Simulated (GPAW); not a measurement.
Set up this calculation in GPAW 26.7.0, as an ASE script.

- Task: band structure
- Functional: OLYP
- Potentials or basis: PAW data sets generated in the run's folder for this functional
- Cutoff: 600 eV
- Basis: pw
- k mesh: 8 × 8 × 8
- Occupations: fermi-dirac, width 0.05 eV
- Spin: spin-orbit coupling, no magnetisation
- Eigensolver: davidson
- Maxiter: 150
- Band path: GXWKGLUWLK,UX
- Band points: 60
- spin axis theta (degrees): 0
- spin axis phi (degrees): 0
- Soc after scf: second variation

The system is GaP.

```xyz
2
Lattice="0.0000 2.7252 2.7252 2.7252 0.0000 2.7252 2.7252 2.7252 0.0000" Properties=species:S:1:pos:R:3 pbc="T T T"
Ga    0.0000    0.0000    0.0000
P     1.3626    1.3626    1.3626
```

One way to write it, as run:

run.py

```python
import numpy as np
from ase.dft.bandgap import bandgap
from ase.io import write
from ase.spacegroup import crystal
from ase.units import GPa
from gpaw import GPAW, PW, setup_paths
from gpaw.spinorbit import soc_eigenstates

setup_paths.insert(0, '.')

# Ga 4a
# P 4c
atoms = crystal(['Ga', 'P'],
                basis=[[0.0, 0.0, 0.0],
                       [0.25, 0.25, 0.25]],
                spacegroup=216, setting=1,  # F-43m
                cellpar=[5.4505, 5.4505, 5.4505, 90.0, 90.0, 90.0],
                primitive_cell=True)

calc = GPAW(mode=PW(600),
            xc='GGA_X_OPTX+GGA_C_LYP',
            kpts={'size': (8, 8, 8), 'gamma': True},
            occupations={'name': 'fermi-dirac', 'width': 0.05},
            nbands=11,
            convergence={'density': 1e-05, 'energy': 1e-05},
            eigensolver='davidson',
            maxiter=150,
            txt='gpaw.txt')
atoms.calc = calc
energy = atoms.get_potential_energy()
forces = atoms.get_forces()
stress = atoms.get_stress()
calc.write('gs.gpw')
write('result.traj', atoms)
print(f'Energy: {energy:.6f} eV')
print('Forces (eV/A):')
print(forces.round(4))
print('Stress (GPa):', (stress / GPa).round(3))
print('Fermi level:', round(calc.get_fermi_level(), 4), 'eV')
print(f'Gap: {bandgap(calc)[0]:.4f} eV, direct: {bandgap(calc, direct=True)[0]:.4f} eV')

path = atoms.cell.bandpath('GXWKGLUWLK,UX', npoints=60, eps=1e-4)
bs_calc = calc.fixed_density(kpts=path, symmetry='off', nbands=21,
                             convergence={'bands': 'CBM+6.0', 'eigenstates': 1e-6}, txt='bands.txt')
bs = bs_calc.band_structure()
bs.write('bs.json')
print(f'Gap on the path: {bandgap(bs_calc)[0]:.4f} eV')

soc = soc_eigenstates(bs_calc, theta=0, phi=0)
np.savetxt('soc_bands.dat', soc.eigenvalues(), fmt='%.4f')
mesh = soc_eigenstates('gs.gpw', theta=0, phi=0)
np.savetxt('soc_mesh.dat', mesh.eigenvalues(), fmt='%.4f')
print('Fermi level with spin-orbit coupling:', round(mesh.fermi_level, 4), 'eV')
```

Potentials or basis: PAW data sets generated in the run's folder for this functional, pw.

Launch:

```bash
$ gpaw-setup -f GGA_X_OPTX+GGA_C_LYP Ga P
$ OMP_NUM_THREADS=1 python run.py
```

Results of the run:

```json
{
  "Pressure": "5.7 GPa",
  "Band gap on the k mesh": "1.93 eV, indirect (least direct gap 2.15 eV)",
  "Band gap along the path": "1.90 eV, indirect (least direct gap 2.15 eV)"
}
```

Caveat: spin-orbit coupling was added after a scalar SCF, so levels and gaps hold it while energy, forces, pressure and moments don't; this program's spin-orbit splittings come out too wide for heavy elements.

Wall time 20 s on 1 thread of AMD EPYC 7B13 (Zen 3) (shared host), peak memory 0.23 GiB.
